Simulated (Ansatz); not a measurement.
Method: DFT PBE, scalar-relativistic, plane waves, PAW (Ansatz 0.2.0). All cells share a 420 eV cutoff and Γ-centred k meshes spaced at most about 0.3 Å⁻¹ (about 0.25 or finer for metals, 2π included). No spin polarisation.

Temperature and zero-point effects are left out.

Problem. Order these relaxed structures of Zn5Cd2Te by energy, lowest first, with the energy over the lowest of them.
A. Space group P4/mmm (No. 123), tetragonal, a = 4.400 Å, c = 8.196 Å. Around Zn on a site of symmetry 2mm lie 4 Cd at 2.98 Å, 2 Te at 3.04 Å and 6 Zn at 3.04–3.11 Å; Zn on a site of symmetry 4/mmm is surrounded by 8 Zn at 3.04 Å and 4 Te at 3.11 Å; Cd on its first site has 8 Zn at 2.98 Å and 4 Cd at 3.11 Å; Te is surrounded by 12 Zn at 3.04–3.11 Å; 1 more site not described.
B. Space group P4/mmm (No. 123), tetragonal, a = 4.303 Å, c = 8.586 Å. Zn on a site of symmetry 2mm is surrounded by 2 Cd at 2.85 Å, 2 Zn at 2.85 Å, 4 Zn at 3.04 Å, 2 Cd at 3.24 Å, 2 Te at 3.24 Å and 1 Zn at 3.73 Å; Zn on a site of symmetry 4/mmm has 8 Zn at 2.85 Å and 4 Cd at 3.04 Å; Cd on its first site has 8 Zn at 2.85 Å and 4 Zn at 3.04 Å; Te has 4 Cd at 3.04 Å and 8 Zn at 3.24 Å; 1 more site not described.
C. Space group P3 (No. 143), trigonal, a = 4.487 Å, c = 10.423 Å. Zn on a site of symmetry 1 is surrounded by 6 Zn at 2.59–2.60 Å, 1 Zn at 2.82 Å and 1 Cd at 2.93 Å; Zn on a site of symmetry 3 has 3 Cd at 2.64 Å, 1 Te at 2.68 Å and 3 Cd at 3.15 Å; Cd on its first site is surrounded by 3 Cd at 2.89 Å, 3 Zn at 2.93 Å and 3 Zn at 3.15 Å; Te has 4 Zn at 2.68–2.79 Å; 2 more sites not described.
D. Space group P3 (No. 143), trigonal, a = 4.618 Å, c = 9.546 Å. Zn on a site of symmetry 1 has 6 Zn at 2.62–2.72 Å, 1 Zn at 2.90 Å and 2 Cd at 2.96–3.05 Å; around Zn on a site of symmetry 3 lie 3 Cd at 2.72 Å, 1 Te at 2.74 Å and 3 Zn at 2.76 Å; Cd on its first site is surrounded by 6 Zn at 2.67–2.72 Å and 3 Zn at 3.05 Å; Te has 1 Zn at 2.74 Å and 3 Cd at 2.90 Å; 2 more sites not described.
E. Space group P-3m1 (No. 164), trigonal, a = 3.026 Å, c = 20.279 Å. Around Zn on a site of symmetry 3m lie 6 Zn at 2.68–2.70 Å and 6 Zn at 3.03 Å; Zn on a site of symmetry -3m has 6 Zn at 2.70 Å and 6 Zn at 3.03 Å; Cd is surrounded by 6 Cd at 3.03 Å and 3 Zn at 3.04 Å; Te has 6 Te at 3.03 Å; 1 more site not described.

Solution. D (0 meV/atom), C (21 meV/atom), E (128 meV/atom), B (141 meV/atom), A (154 meV/atom). Counting Cd or Zn atoms around Te (for each partner element, those within 1.25 times its shortest distance or 1.15 times the sum of covalent radii, where it is the nearest in units of that sum or under 1.3; a plus sign parts groups by distance over the sum of covalent radii; the shortest distance is added where it exceeds 1.18 times the sum of covalent radii): D has Te 4; C has Te 4; E has Te 6 from 4.0 Å; B has Te 4+8; A has Te 12. E holds Te–Te nets (shortest 3.03 Å) (bonds between like non-metal atoms; other contacts aren't counted). All come from invented guesses.

The k mesh leaves some 4 meV/atom of noise in the energy of each metallic cell. These runs have no spin–orbit coupling, which can matter for Te. Cells relaxed within their symmetry can be saddle points. Some structure types and database cells were kept out of the candidates from the start, so a known form may be missing.
